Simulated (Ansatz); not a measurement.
Born–Oppenheimer molecular dynamics of a periodic cell of 12 atoms, HfO$_{2}$ (start crystal HfO2, start structure Fm-3m, volume 1.15 times the crystal's). It goes on from the last frame of an earlier run, with new velocities.

These are results of Ansatz 0.2.0, DFT PBE, scalar-relativistic, plane waves, PAW, not measurements. Settings: PAW set soft_1, cutoff 420 eV, k mesh 2x2x2, fermi-dirac smearing 0.3 eV, no spin polarisation.

```json
{"ensemble": "NVE (velocity Verlet)", "time step": "1.5 fs", "steps asked": "250", "starting velocities drawn for": "2100 K", "seed": "707722"}
```

Frames 7.5 fs apart, positions in Å.

Velocities at 60 fs (Å/ps):

```
Hf 0.29 0.93 -2.32
O -3.13 -18.23 -8.66
O 31.84 -5.70 -1.15
Hf 0.43 -8.28 3.68
O -8.19 8.29 -8.91
O 11.36 -3.19 -12.25
Hf -4.15 8.99 5.48
O -13.64 8.01 8.97
O 1.00 -8.55 -9.20
Hf 1.55 -1.29 -3.73
O -0.90 -1.39 -13.02
O 2.60 16.75 9.49
```

```xyz
12
Lattice="5.3589 0.0000 0.0000 0.0000 5.3589 0.0000 0.0000 0.0000 5.3589" Properties=species:S:1:pos:R:3 time_fs=60 energy_less_start_eV=-1.685 T=3281
Hf 0.355 0.302 0.046
O 0.827 1.859 1.175
O 3.811 3.987 3.919
Hf 2.566 2.754 -0.026
O 3.350 3.147 1.802
O 2.515 1.138 4.151
Hf 2.596 -0.231 2.599
O 5.380 1.036 3.726
O 1.024 4.168 1.561
Hf -0.213 2.703 2.700
O 1.286 3.760 4.460
O 3.869 0.464 1.089
12
Lattice="5.3589 0.0000 0.0000 0.0000 5.3589 0.0000 0.0000 0.0000 5.3589" Properties=species:S:1:pos:R:3 time_fs=67.5 energy_less_start_eV=-1.617 T=3231
Hf 0.354 0.303 0.031
O 0.840 1.713 1.102
O 4.052 3.939 3.933
Hf 2.571 2.691 0.002
O 3.314 3.206 1.728
O 2.590 1.115 4.062
Hf 2.567 -0.167 2.640
O 5.261 1.115 3.757
O 1.032 4.141 1.514
Hf -0.203 2.697 2.672
O 1.245 3.782 4.322
O 3.877 0.587 1.173
12
Lattice="5.3589 0.0000 0.0000 0.0000 5.3589 0.0000 0.0000 0.0000 5.3589" Properties=species:S:1:pos:R:3 time_fs=75 energy_less_start_eV=-0.862 T=2705
Hf 0.344 0.285 0.016
O 0.955 1.628 1.065
O 4.247 3.891 3.984
Hf 2.575 2.631 0.027
O 3.340 3.265 1.663
O 2.631 1.121 4.021
Hf 2.545 -0.114 2.678
O 5.135 1.206 3.746
O 1.034 4.179 1.494
Hf -0.194 2.701 2.643
O 1.216 3.832 4.145
O 3.862 0.706 1.269
12
Lattice="5.3589 0.0000 0.0000 0.0000 5.3589 0.0000 0.0000 0.0000 5.3589" Properties=species:S:1:pos:R:3 time_fs=82.5 energy_less_start_eV=-1.168 T=2916
Hf 0.323 0.247 -0.003
O 1.169 1.634 1.094
O 4.337 3.862 4.069
Hf 2.578 2.579 0.048
O 3.430 3.338 1.627
O 2.624 1.187 4.069
Hf 2.528 -0.077 2.707
O 5.039 1.248 3.763
O 1.026 4.267 1.467
Hf -0.186 2.717 2.610
O 1.276 3.890 3.979
O 3.843 0.820 1.345
12
Lattice="5.3589 0.0000 0.0000 0.0000 5.3589 0.0000 0.0000 0.0000 5.3589" Properties=species:S:1:pos:R:3 time_fs=90 energy_less_start_eV=-1.089 T=2863
Hf 0.292 0.198 -0.025
O 1.375 1.647 1.172
O 4.328 3.859 4.178
Hf 2.583 2.538 0.068
O 3.566 3.441 1.623
O 2.562 1.250 4.149
Hf 2.515 -0.055 2.726
O 4.992 1.233 3.825
O 1.012 4.381 1.421
Hf -0.182 2.744 2.575
O 1.424 3.958 3.852
O 3.851 0.927 1.378
12
Lattice="5.3589 0.0000 0.0000 0.0000 5.3589 0.0000 0.0000 0.0000 5.3589" Properties=species:S:1:pos:R:3 time_fs=97.5 energy_less_start_eV=-1.088 T=2862
Hf 0.255 0.142 -0.047
O 1.464 1.611 1.324
O 4.280 3.876 4.294
Hf 2.597 2.517 0.090
O 3.709 3.580 1.641
O 2.444 1.223 4.169
Hf 2.508 -0.042 2.737
O 4.989 1.223 3.878
O 1.015 4.472 1.385
Hf -0.178 2.777 2.542
O 1.598 4.016 3.785
O 3.912 1.027 1.363
12
Lattice="5.3589 0.0000 0.0000 0.0000 5.3589 0.0000 0.0000 0.0000 5.3589" Properties=species:S:1:pos:R:3 time_fs=105 energy_less_start_eV=-1.727 T=3312
Hf 0.210 0.083 -0.072
O 1.450 1.563 1.526
O 4.244 3.906 4.407
Hf 2.622 2.512 0.118
O 3.804 3.753 1.656
O 2.277 1.148 4.164
Hf 2.507 -0.033 2.736
O 5.003 1.270 3.878
O 1.063 4.485 1.396
Hf -0.173 2.813 2.514
O 1.719 4.005 3.812
O 4.027 1.132 1.300
12
Lattice="5.3589 0.0000 0.0000 0.0000 5.3589 0.0000 0.0000 0.0000 5.3589" Properties=species:S:1:pos:R:3 time_fs=112.5 energy_less_start_eV=-2.698 T=3991
Hf 0.156 0.020 -0.099
O 1.407 1.557 1.706
O 4.242 3.944 4.512
Hf 2.654 2.515 0.149
O 3.821 3.947 1.658
O 2.084 1.111 4.239
Hf 2.515 -0.028 2.720
O 5.008 1.362 3.841
O 1.148 4.414 1.438
Hf -0.163 2.846 2.491
O 1.754 3.908 3.930
O 4.163 1.257 1.197
12
Lattice="5.3589 0.0000 0.0000 0.0000 5.3589 0.0000 0.0000 0.0000 5.3589" Properties=species:S:1:pos:R:3 time_fs=120 energy_less_start_eV=-2.538 T=3880
Hf 0.098 -0.042 -0.127
O 1.397 1.595 1.827
O 4.273 3.984 4.592
Hf 2.690 2.523 0.182
O 3.792 4.140 1.670
O 1.902 1.095 4.398
Hf 2.526 -0.026 2.698
O 4.974 1.452 3.805
O 1.233 4.294 1.470
Hf -0.147 2.876 2.473
O 1.726 3.783 4.082
O 4.278 1.408 1.071
12
Lattice="5.3589 0.0000 0.0000 0.0000 5.3589 0.0000 0.0000 0.0000 5.3589" Properties=species:S:1:pos:R:3 time_fs=127.5 energy_less_start_eV=-1.469 T=3132
Hf 0.043 -0.098 -0.153
O 1.458 1.645 1.895
O 4.288 3.990 4.611
Hf 2.726 2.534 0.214
O 3.779 4.303 1.700
O 1.771 1.052 4.596
Hf 2.534 -0.024 2.679
O 4.873 1.503 3.777
O 1.290 4.168 1.483
Hf -0.128 2.902 2.458
O 1.663 3.690 4.210
O 4.361 1.582 0.947
12
Lattice="5.3589 0.0000 0.0000 0.0000 5.3589 0.0000 0.0000 0.0000 5.3589" Properties=species:S:1:pos:R:3 time_fs=135 energy_less_start_eV=-1.345 T=3044
Hf -0.002 -0.141 -0.172
O 1.596 1.675 1.939
O 4.225 3.914 4.535
Hf 2.755 2.547 0.245
O 3.847 4.411 1.719
O 1.711 0.973 4.793
Hf 2.534 -0.019 2.667
O 4.708 1.495 3.744
O 1.312 4.077 1.482
Hf -0.104 2.924 2.448
O 1.573 3.660 4.280
O 4.435 1.757 0.856
12
Lattice="5.3589 0.0000 0.0000 0.0000 5.3589 0.0000 0.0000 0.0000 5.3589" Properties=species:S:1:pos:R:3 time_fs=142.5 energy_less_start_eV=-2.045 T=3534
Hf -0.040 -0.174 -0.188
O 1.784 1.675 1.988
O 4.106 3.806 4.378
Hf 2.775 2.563 0.271
O 4.006 4.469 1.699
O 1.721 0.879 4.958
Hf 2.524 -0.011 2.665
O 4.506 1.409 3.689
O 1.321 4.048 1.473
Hf -0.080 2.940 2.445
O 1.450 3.692 4.279
O 4.536 1.909 0.822
```

Of the whole run (375 fs, mean temperature of the second half 3085 K): The conserved energy stayed within 1.8 meV per atom of its start (net change -0.22 meV per atom), so the integration is sound. The kinetic energy rose, since the run started high on the potential surface and went downhill. A run of 0.38 ps of so small a system gives no equilibrium averages. Limits of this set-up: coarse k mesh.

Run time: 26 min on 1 thread of Arm Neoverse V1, on a shared host, peak memory 0.49 GiB.
